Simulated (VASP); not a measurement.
# WS2 (Fm-3m) in VASP: single point with PBE+U

Aim: the single point of WS2 with PBE+U.

All numbers are computed with VASP 6.6.1; they aren't measurements. Logs are shortened: lines on timing, memory, paths and dates and some standing lists are left out, and cuts for length are marked.

### Step 1. The structure

The structure is cubic, space group Fm-3m (No. 225). Conventional cell: a = 6.016 Å, b = 6.016 Å, c = 6.016 Å, α = 90.00°, β = 90.00°, γ = 90.00°. W (site symmetry m-3m) has 8 S at 2.60 Å as nearest neighbours. Around S (site symmetry -43m) lie 4 W at 2.60 Å.

Measurements of this composition are mostly on another form, of space group No. 194.

### Step 2. Single point, PBE+U

INCAR reads:

```
ALGO     = Normal         # electronic algorithm
EDIFF    = 1E-7           # SCF threshold, eV
ENCUT    = 520            # plane-wave cutoff, eV
GGA      = PE             # functional
ISIF     = 2              # what is computed and relaxed
ISMEAR   = 0              # smearing method
LASPH    = T              # aspherical terms in the spheres
LCHARG   = F              # write CHGCAR
LDAU     = T              # DFT+U
LDAUJ    = 0 0          
LDAUL    = 2 -1           # shell
LDAUPRINT= 1            
LDAUTYPE = 2            
LDAUU    = 2 0            # U, eV
LMAXMIX  = 4              # l up to which the mixer works
LREAL    = F              # projectors in reciprocal space
LWAVE    = F              # write WAVECAR
NELM     = 100            # most SCF steps
PREC     = Accurate       # precision mode
SIGMA    = 0.05           # smearing width, eV
```

KPOINTS reads:

```
k-points
0
Gamma
  6 6 6
```

POSCAR reads:

```
WS2
1.0
    0.0000000000      3.0079352200      3.0079352200
    3.0079352200      0.0000000000      3.0079352200
    3.0079352200      3.0079352200      0.0000000000
W S
1 2
Direct
    0.0000000000      0.0000000000      0.0000000000
    0.2500000000      0.2500000000      0.2500000000
    0.7500000000      0.7500000000      0.7500000000
```

Potentials or basis: VASP PAW PBE potentials, release 64 (W_sv, S).

Started as:

```bash
> cat potpaw_PBE.64/W_sv/POTCAR potpaw_PBE.64/S/POTCAR > POTCAR
> mpirun -np 1 vasp_std > vasp.out
```

OUTCAR:

```text
EDIFF = 1E-7
   ENCUT = 520
   GGA = PE
   ISIF = 2
   ISMEAR = 0
   LASPH = T
   LREAL = F
   NELM = 100
   PREC = Accurate

 ion  position               nearest neighbor table
   1  0.000  0.000  0.000-   3 2.60   3 2.60   3 2.60   2 2.60   3 2.60   2 2.60   2 2.60   2 2.60

   2  0.250  0.250  0.250-   1 2.60   1 2.60   1 2.60   1 2.60
   3  0.750  0.750  0.750-   1 2.60   1 2.60   1 2.60   1 2.60

  LATTYP: Found a face centered cubic cell.
 ALAT       =     6.0158704400

  Lattice vectors:

 A1 = (   0.0000000000,   3.0079352200,   3.0079352200)
 A2 = (   3.0079352200,   0.0000000000,   3.0079352200)
 A3 = (   3.0079352200,   3.0079352200,   0.0000000000)

Analysis of symmetry for initial positions (statically):
=====================================================================
 Subroutine PRICEL returns:
 Original cell was already a primitive cell.

 Routine SETGRP: Setting up the symmetry group for a
 face centered cubic supercell.

 Subroutine GETGRP returns: Found 48 space group operations
 (whereof 48 operations were pure point group operations)
 out of a pool of 48 trial point group operations.

The static configuration has the point symmetry O_h .

Analysis of symmetry for dynamics (positions and initial velocities):
=====================================================================
 Subroutine PRICEL returns:
 Original cell was already a primitive cell.

 Routine SETGRP: Setting up the symmetry group for a
 face centered cubic supercell.

 Subroutine GETGRP returns: Found 48 space group operations
 (whereof 48 operations were pure point group operations)
 out of a pool of 48 trial point group operations.

The dynamic configuration has the point symmetry O_h .

 Subroutine INISYM returns: Found 48 space group operations
 (whereof 48 operations are pure point group operations),
 and found     1 'primitive' translations

----------------------------------------------------------------------------------------

[... 148 lines left out ...]
 -0.0000  0.0000  0.0000  0.0000  0.3763

spin component  2

  0.2834 -0.0000  0.0000 -0.0000 -0.0000
 -0.0000  0.2834 -0.0000  0.0000  0.0000
  0.0000 -0.0000  0.3763 -0.0000  0.0000
 -0.0000  0.0000 -0.0000  0.2834  0.0000
 -0.0000  0.0000  0.0000  0.0000  0.3763

 occupancies and eigenvectors

  o =  0.2834  v =  1.0000  0.0000  0.0000  0.0000  0.0000  0.0000  0.0000  0.0000  0.0000  0.0000      0.0000  0.0000  0.0000  0.0000  0.0000  0.0000  0.0000  0.0000  0.0000  0.0000
  o =  0.2834  v =  0.0000  0.0000  0.0000  0.0000  0.0000  1.0000  0.0000  0.0000  0.0000  0.0000      0.0000  0.0000  0.0000  0.0000  0.0000  0.0000  0.0000  0.0000  0.0000  0.0000
  o =  0.2834  v =  0.0000  0.7224 -0.0000  0.6915 -0.0000  0.0000  0.0000  0.0000  0.0000  0.0000      0.0000  0.0000  0.0000  0.0000  0.0000  0.0000  0.0000  0.0000  0.0000  0.0000
  o =  0.2834  v =  0.0000  0.0000  0.0000  0.0000  0.0000  0.0000  0.7224 -0.0000  0.6915 -0.0000      0.0000  0.0000  0.0000  0.0000  0.0000  0.0000  0.0000  0.0000  0.0000  0.0000
  o =  0.2834  v =  0.0000  0.0000  0.0000  0.0000  0.0000  0.0000  0.6915 -0.0000 -0.7224 -0.0000      0.0000  0.0000  0.0000  0.0000  0.0000  0.0000  0.0000  0.0000  0.0000  0.0000
  o =  0.2834  v =  0.0000  0.6915 -0.0000 -0.7224 -0.0000  0.0000  0.0000  0.0000  0.0000  0.0000      0.0000  0.0000  0.0000  0.0000  0.0000  0.0000  0.0000  0.0000  0.0000  0.0000
  o =  0.3763  v =  0.0000  0.0000  0.0000  0.0000  0.0000  0.0000  0.0000 -0.5256 -0.0000  0.8507      0.0000  0.0000  0.0000  0.0000  0.0000  0.0000  0.0000  0.0000  0.0000  0.0000
  o =  0.3763  v =  0.0000  0.0000 -0.5256 -0.0000  0.8507  0.0000  0.0000  0.0000  0.0000  0.0000      0.0000  0.0000  0.0000  0.0000  0.0000  0.0000  0.0000  0.0000  0.0000  0.0000
  o =  0.3763  v =  0.0000  0.0000  0.0000  0.0000  0.0000  0.0000  0.0000  0.8507 -0.0000  0.5256      0.0000  0.0000  0.0000  0.0000  0.0000  0.0000  0.0000  0.0000  0.0000  0.0000
  o =  0.3763  v =  0.0000  0.0000  0.8507 -0.0000  0.5256  0.0000  0.0000  0.0000  0.0000  0.0000      0.0000  0.0000  0.0000  0.0000  0.0000  0.0000  0.0000  0.0000  0.0000  0.0000

 number of electron      26.0000000 magnetization

 Free energy of the ion-electron system (eV)
  ---------------------------------------------------
  ext. energy  EPLUGINS =         0.00000000
  ---------------------------------------------------
  free energy    TOTEN  =       -18.83027616 eV

  energy without entropy =      -18.82282835  energy(sigma->0) =      -18.82655226

 E-fermi :   7.3939     XC(G=0): -11.0009

 val. band max:        7.3882776673   @ k =   0.3333   0.0000   0.0000
 cond. band min:       7.4030871741   @ k =   0.5000   0.1667   0.0000
 fundamental gap:      0.0148095067
 Fermi energy:         7.3938958147

 k-point     1 :       0.0000    0.0000    0.0000
  band No.  band energies     occupation
      1     -67.4428      2.00000
      2     -31.5672      2.00000
      3     -31.5672      2.00000
      4     -31.5672      2.00000
      5      -7.9638      2.00000
      6      -3.7124      2.00000
[... 297 lines left out ...]
      4     -31.5739      2.00000
      5      -5.9489      2.00000
      6      -5.5912      2.00000
[... 9 lines left out ...]
     16       9.8523      0.00000
     17      11.0822      0.00000

------------------------ aborting loop because EDIFF is reached ----------------------------------------

  FORCE on cell =-STRESS in cart. coord.  units (eV):
  Direction    XX          YY          ZZ          XY          YZ          ZX
  --------------------------------------------------------------------------------------
  -------------------------------------------------------------------------------------
  Total       -2.7270917     -2.7270917     -2.7270917     -0.0000000      0.0000000      0.0000000
  in kB      -80.2739976    -80.2739976    -80.2739976     -0.0000000      0.0000000      0.0000000
  external PRESSURE =     -80.2739976 kB  Pullay stress =       0.0000000 kB

 VOLUME and BASIS-vectors are now :
 -----------------------------------------------------------------------------
  energy-cutoff  :      520.00
  volume of cell :       54.43
      direct lattice vectors                 reciprocal lattice vectors
     0.000000000  3.007935220  3.007935220    -0.166226984  0.166226984  0.166226984
     3.007935220  0.000000000  3.007935220     0.166226984 -0.166226984  0.166226984
     3.007935220  3.007935220  0.000000000     0.166226984  0.166226984 -0.166226984

 POSITION                                       TOTAL-FORCE (eV/Angst)
 -----------------------------------------------------------------------------------
      0.00000      0.00000      0.00000         0.000000     -0.000000      0.000000
      1.50397      1.50397      1.50397         0.000000     -0.000000      0.000000
      4.51190      4.51190      4.51190        -0.000000      0.000000     -0.000000
 -----------------------------------------------------------------------------------
    total drift:                                0.000000     -0.000000      0.000000

  FREE ENERGIE OF THE ION-ELECTRON SYSTEM (eV)
  ---------------------------------------------------
  free  energy   TOTEN  =       -18.8302761602 eV

  energy  without entropy=      -18.8228283546  energy(sigma->0) =      -18.82655226
```

OSZICAR:

```text
N       E                     dE             d eps       ncg     rms          rms(c)
DAV:   1     0.187748629945E+03    0.18775E+03   -0.13134E+04   544   0.152E+03
DAV:   2    -0.957302600041E+01   -0.19732E+03   -0.19517E+03   643   0.366E+02
DAV:   3    -0.207039589027E+02   -0.11131E+02   -0.10880E+02   713   0.732E+01
DAV:   4    -0.208755143318E+02   -0.17156E+00   -0.17119E+00   679   0.999E+00
DAV:   5    -0.208778783937E+02   -0.23641E-02   -0.23632E-02   731   0.128E+00    0.181E+01
DAV:   6    -0.191554541720E+02    0.17224E+01   -0.18439E+01   684   0.242E+01    0.819E+00
DAV:   7    -0.188473812976E+02    0.30807E+00   -0.26634E+00   666   0.909E+00    0.561E+00
DAV:   8    -0.188302286943E+02    0.17153E-01   -0.14436E-01   591   0.280E+00    0.507E-01
DAV:   9    -0.188298765821E+02    0.35211E-03   -0.40494E-03   637   0.534E-01    0.237E-01
DAV:  10    -0.188302296517E+02   -0.35307E-03   -0.21022E-03   668   0.361E-01    0.743E-02
DAV:  11    -0.188302572351E+02   -0.27583E-04   -0.18291E-04   673   0.118E-01    0.371E-02
DAV:  12    -0.188302750771E+02   -0.17842E-04   -0.39906E-05   599   0.371E-02    0.886E-03
DAV:  13    -0.188302759064E+02   -0.82929E-06   -0.20730E-06   686   0.947E-03    0.320E-03
DAV:  14    -0.188302761807E+02   -0.27433E-06   -0.59670E-07   587   0.502E-03    0.358E-04
DAV:  15    -0.188302761602E+02    0.20531E-07   -0.19194E-08   340   0.891E-04
   1 F= -.18830276E+02 E0= -.18826552E+02  d E =-.744781E-02
```

Wall time 26 s (1 thread of AMD EPYC 7R43 (Zen 3), shared host); peak memory 0.14 GiB.

Results:

```
Free energy            : -18.8303 eV
Pressure               : -8.0 GPa
Band gap on the k mesh : none (metal or under the smearing width)
```

Levels at points of the mesh, in eV from the Fermi level:
```
           k point  band 11  band 12  band 13  band 14  band 15  band 16
(0.00, 0.00, 0.00)    -0.89    -0.89    -0.89    -0.89     4.51     4.55
(0.50, 0.00, 0.00)    -3.17    -3.17    -0.34    -0.34     1.73     4.13
(0.50, 0.50, 0.00)    -2.50    -1.16     0.19     0.48     1.87     3.35
```

Eigenvalues of the final occupation matrices:
```
    site  spin  trace               eigenvalues
site 1 d     1   1.60  0.28 0.28 0.28 0.38 0.38
site 1 d     2   1.60  0.28 0.28 0.28 0.38 0.38
```

Caveat: U without spin polarisation on a metal has little footing.
